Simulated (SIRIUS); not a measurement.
I in SIRIUS: convergence with wave cutoff

Crystal: I.

```
CELL_PARAMETERS angstrom
0.00000 2.36560 3.90984
2.19225 0.00000 3.90984
2.19225 2.36560 0.00000
ATOMIC_POSITIONS crystal
I 0.00000 0.00000 0.00000
```

```yaml
Program: SIRIUS 7.10.0
Task: single point
Functional: PBE
Potentials_or_basis: PseudoDojo 0.5 PBE standard (scalar relativistic)
Cutoff: 240 eV
Density_cutoff: 960 eV
k_mesh: 8 × 8 × 8
Occupations: fermi-dirac, width 0.05 eV
Spin: no spin polarisation
```

These are the settings of the first run; the series varies wave cutoff, with any setting tied to it.

Hardware: 1 thread of Arm Neoverse V1, with other jobs on the host.

Task: The values tried are 240 eV, 345.6 eV, 470.4 eV, 614.4 eV, 777.6 eV, 960 eV, 1269.6 eV, 1622.4 eV, loosest first. From which on does the energy stay within 1 meV/atom of the tightest run that finished?

Result: From 960 eV on.

```csv
wave cutoff,"energy less the tightest run, at zero smearing (meV/atom)",pressure (GPa),SCF cycles,CPU time (s),peak memory (GiB)
240 eV,141.35,-0.15,15,13,0.15
345.6 eV,97.91,-0.11,16,22,0.2
470.4 eV,55.68,0.36,17,33,0.25
614.4 eV,43.23,0.09,17,50,0.33
777.6 eV,9.59,0.14,20,82,0.43
960 eV,0.82,0.40,18,97,0.55
1269.6 eV,0.14,0.40,19,160,0.76
1622.4 eV,0.00,0.40,18,170,1
```

Against the tightest run, the pressure stays within 0.1 GPa from 960 eV on. The tightest run that finished is the yardstick and may itself not be fully converged.

Caveat, for the tightest run too: an odd number of electrons without spin polarisation forces a metal; a magnetic or distorted state may lie lower. Spin-orbit coupling is left out, which matters for the levels of I.
